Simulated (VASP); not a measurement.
# KI (Pm-3m) in VASP: notebook

The runs below take KI through single point, with r2SCAN.

Program: VASP 6.6.1. These are calculated values, not measurements. Logs are shortened: lines on timing, memory, paths and dates and some standing lists are left out, and cuts for length are marked.

**1. Starting point**

It takes space group Pm-3m (No. 221, cubic). The conventional cell has a = 4.291 Å, b = 4.291 Å, c = 4.291 Å, α = 90.00°, β = 90.00°, γ = 90.00°. I (site symmetry m-3m) has 8 K at 3.72 Å as nearest neighbours. K (site symmetry m-3m) has 8 I at 3.72 Å as nearest neighbours.

Measurements of this composition are mostly on another form, of space group No. 225.

**2. Single point, r2SCAN**

The input, INCAR:

```
SYSTEM = KI
ADDGRID = .False.
ALGO = Normal
EDIFF = 1E-6
ENCUT = 450
ISIF = 2
ISMEAR = 0
LASPH = .True.
LCHARG = .False.
LMIXTAU = .True.
LREAL = .False.
LWAVE = .False.
METAGGA = R2SCAN
NBANDS = 15
NELM = 100
PREC = Accurate
SIGMA = 0.2
```

The input, KPOINTS:

```
k-points
0
Gamma
  5 5 5
  0 0 0
```

The input, POSCAR:

```
KI
1.0
    4.2911966600      0.0000000000      0.0000000000
    0.0000000000      4.2911966600      0.0000000000
    0.0000000000      0.0000000000      4.2911966600
I K
1 1
Direct
    0.5065330000      0.4906340000      0.4946390000
   -0.0062690000      0.0032140000     -0.0010130000
```

Potentials or basis: VASP PAW PBE potentials, release 64 (I, K_sv).

Run with:

```sh
> cat potpaw_PBE.64/I/POTCAR potpaw_PBE.64/K_sv/POTCAR > POTCAR
> mpirun -np 1 vasp_std > vasp.out
```

OUTCAR:

```text
SYSTEM = KI
   EDIFF = 1E-6
   ENCUT = 450
   ISIF = 2
   ISMEAR = 0
   LASPH = .True.
   LREAL = .False.
   METAGGA = R2SCAN
   NELM = 100
   PREC = Accurate

 Found     63 irreducible k-points:

 Following reciprocal coordinates:
            Coordinates               Weight
  0.000000  0.000000  0.000000      1.000000
  0.200000  0.000000  0.000000      2.000000
  0.000000  0.200000  0.000000      2.000000
  0.000000  0.000000  0.200000      2.000000
  0.400000  0.000000  0.000000      2.000000
  0.000000  0.400000  0.000000      2.000000
   k-points           NKPTS =     63   k-points in BZ     NKDIM =     63   number of bands    NBANDS=     15
   number of dos      NEDOS =    301   number of ions     NIONS =      2
   total plane-waves  NPLWV =  27000
   dimension x,y,z NGX =    30 NGY =   30 NGZ =   30
   dimension x,y,z NGXF=    60 NGYF=   60 NGZF=   60
   ions per type =               1   1
   NGX,Y,Z   is equivalent  to a cutoff of  11.62, 11.62, 11.62 a.u.
   NGXF,Y,Z  is equivalent  to a cutoff of  23.24, 23.24, 23.24 a.u.
 SYSTEM =  KI
   PREC   = accura    normal or accurate (medium, high low for compatibility)
   ISTART =      0    job   : 0-new  1-cont  2-samecut
   ICHARG =      2    charge: 1-file 2-atom 10-const
   ISPIN  =      1    spin polarized calculation?
   LNONCOLLINEAR =      F non collinear calculations
   LSORBIT =      F    spin-orbit coupling
   LASPH  =      T    aspherical Exc in radial PAW
   ENCUT  =  450.0 eV  33.07 Ry    5.75 a.u.   7.42  7.42  7.42*2*pi/ulx,y,z
   NELM   =    100;   NELMIN=  2; NELMDL= -5     # of ELM steps
   EDIFF  = 0.1E-05   stopping-criterion for ELM
   LREAL  =      F    real-space projection
   EDIFFG = 0.1E-04   stopping-criterion for IOM
   NSW    =      0    number of steps for IOM
   IBRION =     -1    ionic relax: 0-MD 1-quasi-New 2-CG
   NFREE  =      0    steps in history (QN), initial steepest desc. (CG)
   ISIF   =      2    stress and relaxation
   ISYM   =      2    0-nonsym 1-usesym 2-fastsym
   POTIM  = 0.5000    time-step for ionic-motion
   TEBEG  =    0.0;   TEEND  =   0.0 temperature during run
   PSTRESS=    0.0 pullay stress
   NELECT =      16.0000    total number of electrons
   NUPDOWN=      -1.0000    fix difference up-down
   EMIN   =  10.00;   EMAX   =-10.00  energy-range for DOS
   EFERMI =   0.00;   METHOD = LEGACY
   ISMEAR =     0;   SIGMA  =   0.20  broadening in eV -4-tet -1-fermi 0-gaus
   EFERMI_NEDOS =   21; number of points for ismear=-14 and -15
   IALGO  =     38    algorithm
   IMIX   =      4    mixing-type and parameters
     AMIX     =   0.40;   BMIX     =  1.00
     AMIX_MAG =   1.60;   BMIX_MAG =  1.00
  volume/ion in A,a.u.               =      39.51       266.63
  Fermi-wavevector in a.u.,A,eV,Ry     =   0.961324  1.816639 12.573738  0.924144
  Thomas-Fermi vector in A             =   2.090686
   LORBIT       =      0    0 simple, 1 ext, 2 COOP (PROOUT), +10 PAW based schemes
   METAGGA = R2SCAN    functional components
   LHFCALC =     F    Hartree Fock is set to
   AEXX    =    0.0000 exact exchange contribution
   IVDW    =     0    specifies the selected vdW correction
   LEPSILON=     F    determine dielectric tensor
   LRPA    =     F    only Hartree local field effects (RPA)
 non-spin polarized calculation
 Gauss-broadening in eV      SIGMA  =   0.20
  energy-cutoff  :      450.00
  volume of cell :       79.02
 maximum number of plane-waves:      1743
 NGX is ok and might be reduce to    30
   NGX = 15   NGY = 15   NGZ = 15

 number of electron      15.9999999 magnetization

 Free energy of the ion-electron system (eV)
  ---------------------------------------------------
  ext. energy  EPLUGINS =         0.00000000
  ---------------------------------------------------
  free energy    TOTEN  =       -33.85982722 eV

  energy without entropy =      -33.85982722  energy(sigma->0) =      -33.85982722

 E-fermi :   1.4188     XC(G=0):  -8.0454

 val. band max:        0.5198842553   @ k =   0.0000  -0.4000   0.4000
 cond. band min:       4.6184164494   @ k =   0.0000   0.0000   0.0000
 fundamental gap:      4.0985321942
 Fermi energy:         1.4187841939

 k-point     1 :       0.0000    0.0000    0.0000
  band No.  band energies     occupation
      1     -30.0103      2.00000
      2     -12.6924      2.00000
      3     -12.6916      2.00000
      4     -12.6915      2.00000
      5     -10.9120      2.00000
      6       0.2074      2.00000
      7       0.2080      2.00000
      8       0.2087      2.00000
      9       4.6184      0.00000
     10       5.8347      0.00000
     11       5.8399      0.00000
     12       9.6747      0.00000
     13       9.6810      0.00000
     14       9.6822      0.00000
     15      11.7250      0.00000

 k-point     2 :       0.2000    0.0000    0.0000
  band No.  band energies     occupation
      1     -30.0088      2.00000
      2     -12.7511      2.00000
      3     -12.6879      2.00000
      4     -12.6876      2.00000
      5     -10.8024      2.00000
      6      -0.6216      2.00000
      7       0.2361      2.00000
      8       0.2366      2.00000
      9       5.3516      0.00000
     10       6.1287      0.00000
     11       6.8056      0.00000
     12       9.5535      0.00000
     13       9.5596      0.00000
     14       9.8497      0.00000
     15      10.4505      0.00000
[... 41 lines left out ...]
      3     -12.6816      2.00000
      4     -12.6813      2.00000
      5     -10.6253      2.00000
      6      -1.5868      2.00000
      7       0.2818      2.00000
      8       0.2833      2.00000
      9       6.4572      0.00000
     10       6.9489      0.00000
     11       8.2252      0.00000
     12       8.6741      0.00000
     13       9.6493      0.00000
     14       9.6624      0.00000
     15      10.1955      0.00000

 k-point     6 :       0.0000    0.4000    0.0000
  band No.  band energies     occupation
      1     -30.0063      2.00000
      2     -12.8384      2.00000
      3     -12.6816      2.00000
      4     -12.6813      2.00000
      5     -10.6253      2.00000
      6      -1.5868      2.00000
      7       0.2817      2.00000
      8       0.2833      2.00000
      9       6.4571      0.00000
     10       6.9490      0.00000
     11       8.2250      0.00000
     12       8.6735      0.00000
     13       9.6493      0.00000
     14       9.6630      0.00000
     15      10.1955      0.00000

 [... further k-points ...]

------------------------ aborting loop because EDIFF is reached ----------------------------------------

  FORCE on cell =-STRESS in cart. coord.  units (eV):
  Direction    XX          YY          ZZ          XY          YZ          ZX
  --------------------------------------------------------------------------------------
  -------------------------------------------------------------------------------------
  Total        0.0492640      0.0495769      0.0513171     -0.0118485      0.0040212     -0.0042031
  in kB        0.9988610      1.0052042      1.0404898     -0.2402354      0.0815316     -0.0852211
  external PRESSURE =       1.0148516 kB  Pullay stress =       0.0000000 kB

 VOLUME and BASIS-vectors are now :
 -----------------------------------------------------------------------------
  energy-cutoff  :      450.00
  volume of cell :       79.02
      direct lattice vectors                 reciprocal lattice vectors
     4.291196660  0.000000000  0.000000000     0.233035230  0.000000000  0.000000000
     0.000000000  4.291196660  0.000000000     0.000000000  0.233035230  0.000000000
     0.000000000  0.000000000  4.291196660     0.000000000  0.000000000  0.233035230

 POSITION                                       TOTAL-FORCE (eV/Angst)
 -----------------------------------------------------------------------------------
      2.17363      2.10541      2.12259        -0.035217      0.034479      0.012244
      4.26430      0.01379      4.28685         0.035217     -0.034479     -0.012244
 -----------------------------------------------------------------------------------
    total drift:                               -0.000236     -0.000674     -0.000252

  FREE ENERGIE OF THE ION-ELECTRON SYSTEM (eV)
  ---------------------------------------------------
  free  energy   TOTEN  =       -33.8598272174 eV

  energy  without entropy=      -33.8598272174  energy(sigma->0) =      -33.85982722
```

OSZICAR:

```text
N       E                     dE             d eps       ncg     rms          rms(c)
DAV:   1     0.507283739963E+02    0.50728E+02   -0.62152E+03  1890   0.839E+02
DAV:   2    -0.322228388162E+02   -0.82951E+02   -0.77707E+02  2465   0.210E+02
DAV:   3    -0.369601663643E+02   -0.47373E+01   -0.47121E+01  2779   0.431E+01
DAV:   4    -0.372005058654E+02   -0.24034E+00   -0.24028E+00  2698   0.871E+00
DAV:   5    -0.372029900632E+02   -0.24842E-02   -0.24841E-02  2761   0.103E+00    0.313E+00
DAV:   6    -0.344426128747E+02    0.27604E+01   -0.11482E+00  2940   0.911E+00    0.239E+00
DAV:   7    -0.337383486931E+02    0.70426E+00   -0.26167E-01  3716   0.405E+00    0.107E+00
DAV:   8    -0.342412599905E+02   -0.50291E+00   -0.22139E-01  2373   0.371E+00    0.438E-01
DAV:   9    -0.337762414524E+02    0.46502E+00   -0.23160E-01  1953   0.407E+00    0.338E-01
DAV:  10    -0.338211285420E+02   -0.44887E-01   -0.87148E-02  1904   0.262E+00    0.240E-01
DAV:  11    -0.338579895805E+02   -0.36861E-01   -0.16860E-02  1939   0.125E+00    0.168E-01
DAV:  12    -0.338596435581E+02   -0.16540E-02   -0.16584E-03  2436   0.381E-01    0.524E-02
DAV:  13    -0.338596580528E+02   -0.14495E-04   -0.48625E-04  2390   0.200E-01    0.262E-02
DAV:  14    -0.338598266589E+02   -0.16861E-03   -0.99555E-05  2678   0.940E-02    0.193E-02
DAV:  15    -0.338598272174E+02   -0.55853E-06   -0.10745E-06  2583   0.760E-03
   1 F= -.33859827E+02 E0= -.33859827E+02  d E =-.180235E-10
```

stdout:

```text
POSCAR found type information on POSCAR I K
 POSCAR found :  2 types and       2 ions
 scaLAPACK will be used
 -----------------------------------------------------------------------------
|                                                                             |
|                                                                             |
|     You enforced a specific xc type in the INCAR file but a different       |
|     I HOPE YOU KNOW WHAT YOU ARE DOING!                                     |
|                                                                             |
 -----------------------------------------------------------------------------

 LDA part: xc-table for (None), standard interpolation
 POSCAR, INCAR and KPOINTS ok, starting setup
 FFT: planning ... GRIDC
 FFT: planning ... GRID_SOFT
 FFT: planning ... GRID
 WAVECAR not read
 entering main loop
```

Wall time 3.2 min (1 thread of Intel Xeon Platinum 8259CL at 2.50GHz (Skylake/Cascade Lake), shared host); peak memory 0.21 GiB.

The run converged, but some of its settings lie outside the range that counts as converged, so its numbers aren't taken as properties of the crystal.

Results:

```
Free energy            : -33.8598 eV
Pressure               : 0.1 GPa
Largest force          : 0.051 eV/Å
Band gap on the k mesh : 4.10 eV, indirect (least direct gap 4.41 eV)
```

Caveat: the PAW data sets were made with another functional, which shifts forces and pressure a little; spin-orbit coupling is left out, which moves the levels of the heavy elements; an odd mesh through Γ misses points on the zone boundary, where band edges often lie.

(Part 1 of 2 ends here.)
